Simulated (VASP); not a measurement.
Ge:

```
Ge
1.0
     1.39715   -2.60052    0.00000
     1.39715    2.60052    0.00000
     0.00000    0.00000    2.69823
Ge
1
Direct
  0.50000 0.50000 0.00000
```

This isn't the form of Ge at room conditions, which is diamond.

```yaml
Program: VASP 6.6.1
Task: relaxation of cell and atoms
Functional: r2SCAN
Dispersion: D3(BJ)
Potentials_or_basis: VASP PAW PBE potentials, release 64 (Ge_d)
Cutoff: 600 eV
k_mesh: 11 × 11 × 10
Occupations: gaussian, width 0.05 eV
Spin: no spin polarisation
```

At the start: pressure -4.4 GPa; volume 19.61 Å³/atom.

Q: How do energy, volume and symmetry change on relaxing?

A: Over 17 steps the energy falls by 25.1 meV/atom and the volume is 18.30 Å³/atom (-6.7 %); space group P6/mmm (No. 191, to 0.05 Å).

Step by step:
```tsv
step	energy change (eV)	largest force (eV/Å)	pressure (GPa)	volume (Å³)
1	0.0000	0.0000	-4.41	19.61
2	-0.0208	0.0000	0.96	18.11
3	-0.0211	0.0000	0.37	18.27
4	-0.0211	0.0000	0.28	18.29
5	-0.0228	0.0000	-0.01	18.32
6	-0.0237	0.0000	-0.31	18.34
7	-0.0249	0.0000	-0.38	18.39
8	-0.0249	0.0000	-0.38	18.38
9	-0.0249	0.0000	-0.40	18.38
10	-0.0251	0.0000	0.40	18.21
11	-0.0251	0.0000	0.04	18.29
12	-0.0251	0.0000	0.01	18.30
13	-0.0251	0.0000	-0.02	18.31
14	-0.0251	0.0000	0.00	18.31
15	-0.0251	0.0000	-0.04	18.31
16	-0.0251	0.0000	-0.04	18.31
17	-0.0251	0.0000	0.01	18.30
```

Final structure:
```
Ge
1.0
     1.40237   -2.44079    0.00000
     1.40237    2.44079    0.00000
     0.00000    0.00000    2.67305
Ge
1
Cartesian
  1.4024 0.0000 0.0000
```

Caveat: the PAW data sets were made with another functional, which shifts forces and pressure a little; pairwise dispersion overbinds metals, which lowers pressure and volume.
